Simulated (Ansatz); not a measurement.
Bulk crystal (TiO2) after relaxation:

```cif
data_structure
_symmetry_space_group_name_H-M 'P 1'
_symmetry_Int_Tables_number 1
_cell_length_a 5.4674
_cell_length_b 5.4674
_cell_length_c 5.4674
_cell_angle_alpha 139.657
_cell_angle_beta 139.657
_cell_angle_gamma 58.375
_cell_volume 67.86
loop_
_atom_site_label
_atom_site_type_symbol
_atom_site_fract_x
_atom_site_fract_y
_atom_site_fract_z
_atom_site_occupancy
Ti1 Ti 0.00000 0.00000 0.00000 1
Ti2 Ti 0.75000 0.25000 0.50000 1
O1 O 0.20762 0.20762 0.00000 1
O2 O 0.95762 0.45762 0.50000 1
O3 O 0.54238 0.04238 0.50000 1
O4 O 0.79238 0.79238 0.00000 1
```

Miller indices refer to the conventional cell of I4_1/amd (No. 141), a = 3.771 Å, b = 3.771 Å, c = 9.546 Å, α = 90.00°, β = 90.00°, γ = 90.00°. The bulk's gap is 2.10 eV.

The (001) slab of 21 planes, 15.1 Å thick with 15 Å of vacuum as cut; outer planes O (top) and O (bottom).

These are results of DFT PBEsol, scalar-relativistic, plane waves, PAW in Ansatz, not measurements. Plane waves to 420 eV, a k mesh through Γ of 7×7×1 on the computed 21-atom cell and Gaussian smearing (0.05 eV); no spin polarisation. A dipole correction removes the field between periodic images along c.

With the atoms at the bulk's places:

For the slab as cut, the surface energy (mean of both faces) is 1.25 J/m². The gap of the slab on the mesh is 1.56 eV and the bulk valence band top under the vacuum level is 6.44 eV. The bulk conduction band bottom under the vacuum level is 4.33 eV.

Q: What changes when all atoms relax within this surface cell and its symmetry?

A: The energy falls by 0.059 J/m² a face, and the largest move is 0.06 Å.

For the relaxed slab, the surface energy (mean of both faces) is 1.19 J/m². The gap of the slab on the mesh is 1.43 eV and the bulk valence band top under the vacuum level is 6.96 eV. The bulk conduction band bottom under the vacuum level is 4.85 eV.

```
plane (bottom to top) atoms spacing to next, bulk (Å) relaxed (Å) change (%)
                    1      O                      0.405        0.481       +19.0
                    2     Ti                      0.405        0.362       -10.4
                    3      O                      1.577        1.553        -1.6
                    4      O                      0.405        0.403        -0.4
                    5     Ti                      0.405        0.415        +2.6
                    6      O                      1.577        1.571        -0.4
                    7      O                      0.405        0.408        +0.8
                    8     Ti                      0.405        0.405        +0.2
                    9      O                      1.577        1.578         0.0
                   10      O                      0.405        0.405        +0.1
                   11     Ti                      0.405        0.405        +0.1
                   12      O                      1.577        1.578         0.0
                   13      O                      0.405        0.405        +0.2
                   14     Ti                      0.405        0.408        +0.8
                   15      O                      1.577        1.571        -0.4
                   16      O                      0.405        0.415        +2.6
                   17     Ti                      0.405        0.403        -0.4
                   18      O                      1.577        1.553        -1.6
                   19      O                      0.405        0.362       -10.4
                   20     Ti                      0.405        0.481       +19.0
                   21      O
```

The gap is read on a mesh, which can miss the band edges, so it can be too wide.